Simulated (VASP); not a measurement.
# CdSe (P6_3mc) in VASP: single point with PBEsol

Aim: the single point of CdSe with PBEsol.

Program: VASP 6.6.1. These are calculated values, not measurements. Logs are shortened: lines on timing, memory, paths and dates and some standing lists are left out, and cuts for length are marked.

**The experiment to reproduce.**

A printed reference work, data compilation reports, for a bulk crystal of CdSe at 2 K: band gap 1.841 eV.

How close the calculation comes is told below.

### Step 1. The cell of the first run

It takes space group P6_3mc (No. 186, hexagonal). Conventional cell: a = 4.300 Å, b = 4.300 Å, c = 7.020 Å, α = 90.00°, β = 90.00°, γ = 120.00°. Within 3.4 Å of Cd (site symmetry 3m) lie 4 Se at 2.61 to 2.70 Å. Se (site symmetry 3m) has 4 Cd at 2.61 to 2.70 Å within 3.4 Å.

### Step 2. Single point, PBEsol

Input file INCAR:

```
  PREC = Accurate
  ENCUT = 520
  EDIFF = 1E-6
  ISMEAR = 0
  SIGMA = 0.01
  LREAL = False
  LASPH = True
  NELM = 80
  ALGO = Normal
  ISIF = 2
  LWAVE = False
  LCHARG = True
  GGA = PS
  LELF = True
  LVHAR = True
  NBANDS = 26
```

Input file KPOINTS:

```
regular mesh
0
Gamma
  6 6 4
```

Input file POSCAR:

```
CdSe
1.0
    4.3000000000      0.0000000000      0.0000000000
   -2.1500000000      3.7239090000      0.0000000000
    0.0000000000      0.0000000000      7.0200000000
Cd Se
2 2
Direct
    0.3333333333      0.6666666667      0.0000000000
    0.6666666667      0.3333333333      0.5000000000
    0.3333333333      0.6666666667      0.3850000000
    0.6666666667      0.3333333333      0.8850000000
```

Potentials or basis: VASP PAW PBE potentials, release 64 (Cd, Se).

The run is started by

```bash
$ cat potpaw_PBE.64/Cd/POTCAR potpaw_PBE.64/Se/POTCAR > POTCAR
$ mpirun -np 1 vasp_std > vasp.out
```

OUTCAR:

```text
PREC = Accurate
   ENCUT = 520
   EDIFF = 1E-6
   ISMEAR = 0
   LREAL = False
   LASPH = True
   NELM = 80
   ISIF = 2
   GGA = PS

 ion  position               nearest neighbor table
   1  0.333  0.667  0.000-   4 2.61   4 2.61   4 2.61   3 2.70
   2  0.667  0.333  0.500-   3 2.61   3 2.61   3 2.61   4 2.70
   3  0.333  0.667  0.385-   2 2.61   2 2.61   2 2.61   1 2.70
   4  0.667  0.333  0.885-   1 2.61   1 2.61   1 2.61   2 2.70

  LATTYP: Found a hexagonal cell.
 ALAT       =     4.3000000000
 C/A-ratio  =     1.6325581395

  Lattice vectors:

 A1 = (   4.3000000000,   0.0000000000,   0.0000000000)
 A2 = (  -2.1500000000,   3.7239090000,   0.0000000000)
 A3 = (   0.0000000000,   0.0000000000,   7.0200000000)

Analysis of symmetry for initial positions (statically):
=====================================================================
 Subroutine PRICEL returns:
 Original cell was already a primitive cell.

 Routine SETGRP: Setting up the symmetry group for a
 hexagonal supercell.

 Subroutine GETGRP returns: Found 12 space group operations
 (whereof  6 operations were pure point group operations)
 out of a pool of 24 trial point group operations.

The static configuration has the point symmetry C_3v.
 The point group associated with its full space group is C_6v.

Analysis of symmetry for dynamics (positions and initial velocities):
=====================================================================
 Subroutine PRICEL returns:
 Original cell was already a primitive cell.

 Routine SETGRP: Setting up the symmetry group for a
 hexagonal supercell.

 Subroutine GETGRP returns: Found 12 space group operations
 (whereof  6 operations were pure point group operations)
 out of a pool of 24 trial point group operations.

The dynamic configuration has the point symmetry C_3v.
 The point group associated with its full space group is C_6v.

 Subroutine INISYM returns: Found 12 space group operations
 (whereof  6 operations are pure point group operations),
 and found     1 'primitive' translations

----------------------------------------------------------------------------------------

                                     Primitive cell

  volume of cell :     112.4099

  direct lattice vectors                    reciprocal lattice vectors
     4.300000000  0.000000000  0.000000000     0.232558140  0.134267513  0.000000000
    -2.150000000  3.723909000  0.000000000     0.000000000  0.268535026  0.000000000
     0.000000000  0.000000000  7.020000000     0.000000000  0.000000000  0.142450142

  length of vectors
     4.300000000  4.299999795  7.020000000     0.268535013  0.268535026  0.142450142

  position of ions in fractional coordinates (direct lattice)
     0.333333333  0.666666667  0.000000000
     0.666666667  0.333333333  0.500000000
     0.333333333  0.666666667  0.385000000
     0.666666667  0.333333333  0.885000000

  ion indices of the primitive-cell ions
   primitive index   ion index
                 1           1
                 2           2
                 3           3
                 4           4

----------------------------------------------------------------------------------------

 KPOINTS: regular mesh

Automatic generation of k-mesh.
 Grid dimensions read from file:
 generate k-points for:    6    6    4

 Generating k-lattice:

  Cartesian coordinates                     Fractional coordinates (reciprocal lattice)
     0.038759690  0.022377919  0.000000000     0.166666667  0.000000000  0.000000000
     0.000000000  0.044755838  0.000000000     0.000000000  0.166666667  0.000000000
     0.000000000  0.000000000  0.035612536     0.000000000  0.000000000  0.250000000

  Length of vectors
     0.044755836  0.044755838  0.035612536

  Shift w.r.t. Gamma in fractional coordinates (k-lattice)
     0.000000000  0.000000000  0.000000000

 Subroutine IBZKPT returns following result:
 ===========================================

 Found     21 irreducible k-points:

 Following reciprocal coordinates:
            Coordinates               Weight
  0.000000  0.000000  0.000000      1.000000
  0.166667  0.000000  0.000000      6.000000
  0.333333  0.000000  0.000000      6.000000
  0.500000  0.000000  0.000000      3.000000
  0.166667  0.166667  0.000000      6.000000
  0.333333  0.166667  0.000000     12.000000
[... 13 lines left out ...]
  0.333333  0.166667  0.500000     12.000000
  0.333333  0.333333  0.500000      2.000000
   k-points           NKPTS =     21   k-points in BZ     NKDIM =     21   number of bands    NBANDS=     26
   number of dos      NEDOS =    301   number of ions     NIONS =      4
   total plane-waves  NPLWV =  55296
   dimension x,y,z NGX =    32 NGY =   32 NGZ =   54
   dimension x,y,z NGXF=    64 NGYF=   64 NGZF=  108
   ions per type =               2   2
   NGX,Y,Z   is equivalent  to a cutoff of  12.37, 12.37, 12.79 a.u.
   NGXF,Y,Z  is equivalent  to a cutoff of  24.74, 24.74, 25.58 a.u.
 SYSTEM =  unknown system
   PREC   = accura    normal or accurate (medium, high low for compatibility)
   ISTART =      0    job   : 0-new  1-cont  2-samecut
   ICHARG =      2    charge: 1-file 2-atom 10-const
   ISPIN  =      1    spin polarized calculation?
   LNONCOLLINEAR =      F non collinear calculations
   LSORBIT =      F    spin-orbit coupling
   LASPH  =      T    aspherical Exc in radial PAW
   ENCUT  =  520.0 eV  38.22 Ry    6.18 a.u.   8.00  8.00 13.05*2*pi/ulx,y,z
   NELM   =     80;   NELMIN=  2; NELMDL= -5     # of ELM steps
   EDIFF  = 0.1E-05   stopping-criterion for ELM
   LREAL  =      F    real-space projection
   EDIFFG = 0.1E-04   stopping-criterion for IOM
   NSW    =      0    number of steps for IOM
   IBRION =     -1    ionic relax: 0-MD 1-quasi-New 2-CG
   NFREE  =      0    steps in history (QN), initial steepest desc. (CG)
   ISIF   =      2    stress and relaxation
   ISYM   =      2    0-nonsym 1-usesym 2-fastsym
   POTIM  = 0.5000    time-step for ionic-motion
   TEBEG  =    0.0;   TEEND  =   0.0 temperature during run
   PSTRESS=    0.0 pullay stress
   NELECT =      36.0000    total number of electrons
   NUPDOWN=      -1.0000    fix difference up-down
   EMIN   =  10.00;   EMAX   =-10.00  energy-range for DOS
   EFERMI =   0.00;   METHOD = LEGACY
   ISMEAR =     0;   SIGMA  =   0.01  broadening in eV -4-tet -1-fermi 0-gaus
   EFERMI_NEDOS =   21; number of points for ismear=-14 and -15
   IALGO  =     38    algorithm
   IMIX   =      4    mixing-type and parameters
     AMIX     =   0.40;   BMIX     =  1.00
     AMIX_MAG =   1.60;   BMIX_MAG =  1.00
  volume/ion in A,a.u.               =      28.10       189.64
  Fermi-wavevector in a.u.,A,eV,Ry     =   1.120059  2.116604 17.068938  1.254532
  Thomas-Fermi vector in A             =   2.256702
   LORBIT       =      0    0 simple, 1 ext, 2 COOP (PROOUT), +10 PAW based schemes
   GGA     = PS    functional components
   LHFCALC =     F    Hartree Fock is set to
   AEXX    =    0.0000 exact exchange contribution
   IVDW    =     0    specifies the selected vdW correction
   LEPSILON=     F    determine dielectric tensor
   LRPA    =     F    only Hartree local field effects (RPA)
 non-spin polarized calculation
 Gauss-broadening in eV      SIGMA  =   0.01
  energy-cutoff  :      520.00
  volume of cell :      112.41
 maximum number of plane-waves:      3042
 NGX is ok and might be reduce to    32
   NGX = 15   NGY = 15   NGZ = 27

 number of electron      35.9999998 magnetization

 Free energy of the ion-electron system (eV)
  ---------------------------------------------------
  ext. energy  EPLUGINS =         0.00000000
  ---------------------------------------------------
  free energy    TOTEN  =       -12.32730894 eV

  energy without entropy =      -12.32730894  energy(sigma->0) =      -12.32730894

 E-fermi :   0.8776     XC(G=0):  -9.0930

 val. band max:        0.8082382182   @ k =   0.0000   0.0000   0.0000
 cond. band min:       1.3866461699   @ k =   0.0000   0.0000   0.0000
 fundamental gap:      0.5784079517
 Fermi energy:         0.8776322291

 k-point     1 :       0.0000    0.0000    0.0000
  band No.  band energies     occupation
      1     -11.8158      2.00000
      2     -11.4420      2.00000
      3      -7.1081      2.00000
      4      -7.1081      2.00000
      5      -7.0522      2.00000
      6      -7.0522      2.00000
[... 18 lines left out ...]
     25       7.7274      0.00000
     26       8.4047      0.00000

 k-point     2 :       0.1667    0.0000    0.0000
  band No.  band energies     occupation
      1     -11.7300      2.00000
      2     -11.4010      2.00000
      3      -7.0730      2.00000
      4      -7.0596      2.00000
      5      -7.0116      2.00000
      6      -7.0076      2.00000
[... 18 lines left out ...]
     25       7.9325      0.00000
     26       8.3798      0.00000

 k-point     3 :       0.3333    0.0000    0.0000
  band No.  band energies     occupation
      1     -11.5431      2.00000
      2     -11.3306      2.00000
      3      -7.0136      2.00000
      4      -7.0045      2.00000
      5      -6.9177      2.00000
      6      -6.8859      2.00000
[... 18 lines left out ...]
     25       8.5545      0.00000
     26       8.9455      0.00000

 k-point     4 :       0.5000    0.0000    0.0000
  band No.  band energies     occupation
      1     -11.4315      2.00000
      2     -11.3121      2.00000
      3      -6.9920      2.00000
      4      -6.9920      2.00000
      5      -6.8744      2.00000
      6      -6.8174      2.00000
[... 18 lines left out ...]
     25       8.5917      0.00000
     26      10.2886      0.00000
[... 409 lines left out ...]
      1     -11.4644      2.00000
      2     -11.4644      2.00000
      3      -6.9952      2.00000
      4      -6.9952      2.00000
      5      -6.9651      2.00000
      6      -6.9651      2.00000
[... 18 lines left out ...]
     25       8.3100      0.00000
     26       8.3100      0.00000

 k-point    20 :       0.3333    0.1667    0.5000
  band No.  band energies     occupation
      1     -11.3656      2.00000
      2     -11.3656      2.00000
      3      -6.9482      2.00000
      4      -6.9482      2.00000
      5      -6.9283      2.00000
      6      -6.9283      2.00000
[... 18 lines left out ...]
     25       8.7193      0.00000
     26       8.7193      0.00000

 k-point    21 :       0.3333    0.3333    0.5000
  band No.  band energies     occupation
      1     -11.3335      2.00000
      2     -11.3335      2.00000
      3      -6.9284      2.00000
      4      -6.9284      2.00000
      5      -6.9162      2.00000
      6      -6.9162      2.00000
[... 18 lines left out ...]
     25       9.4920      0.00000
     26       9.4922      0.00000

------------------------ aborting loop because EDIFF is reached ----------------------------------------

  FORCE on cell =-STRESS in cart. coord.  units (eV):
  Direction    XX          YY          ZZ          XY          YZ          ZX
  --------------------------------------------------------------------------------------
  -------------------------------------------------------------------------------------
  Total        0.8038075      0.8038074     -0.5459180      0.0000000      0.0000000      0.0000000
  in kB       11.4566592     11.4566578     -7.7809636      0.0000000      0.0000000      0.0000000
  external PRESSURE =       5.0441178 kB  Pullay stress =       0.0000000 kB

 VOLUME and BASIS-vectors are now :
 -----------------------------------------------------------------------------
  energy-cutoff  :      520.00
  volume of cell :      112.41
      direct lattice vectors                 reciprocal lattice vectors
     4.300000000  0.000000000  0.000000000     0.232558140  0.134267513  0.000000000
    -2.150000000  3.723909000  0.000000000     0.000000000  0.268535026  0.000000000
     0.000000000  0.000000000  7.020000000     0.000000000  0.000000000  0.142450142

 POSITION                                       TOTAL-FORCE (eV/Angst)
 -----------------------------------------------------------------------------------
     -0.00000      2.48261      0.00000        -0.000000      0.000000      0.275529
      2.15000      1.24130      3.51000         0.000000      0.000000      0.275529
     -0.00000      2.48261      2.70270         0.000000      0.000000     -0.275529
      2.15000      1.24130      6.21270        -0.000000     -0.000000     -0.275529
 -----------------------------------------------------------------------------------
    total drift:                               -0.000000     -0.000000      0.000108

  FREE ENERGIE OF THE ION-ELECTRON SYSTEM (eV)
  ---------------------------------------------------
  free  energy   TOTEN  =       -12.3273089351 eV

  energy  without entropy=      -12.3273089351  energy(sigma->0) =      -12.32730894
```

It took 84 s on 1 thread of Intel Xeon 8259CL, shared host; peak memory 0.25 GiB.

What came out:

```
Free energy            : -12.3273 eV
Pressure               : 0.5 GPa
Largest force          : 0.276 eV/Å
Band gap on the k mesh : 0.58 eV
```

Forces on the atoms (eV/Å):
```
Cd   0.000  0.000  0.276
Cd   0.000  0.000  0.276
Se   0.000  0.000 -0.276
Se   0.000  0.000 -0.276
```

Caveat: the PAW data sets were made with another functional, which shifts forces and pressure a little.

### Step 3. How close it comes

Step 2. A measured gap of CdSe is 1.841 eV (2 K; a printed reference work, data compilation); the calculated 0.58 eV misses it by -1.26 eV. So large a miss can be the level of theory's own, or it may mean another phase, state or a wrong row. Spin-orbit coupling on Cd, Se is left out. The value is that of PBEsol, without temperature or zero-point motion. Semilocal functionals fall short of measured gaps as a rule.
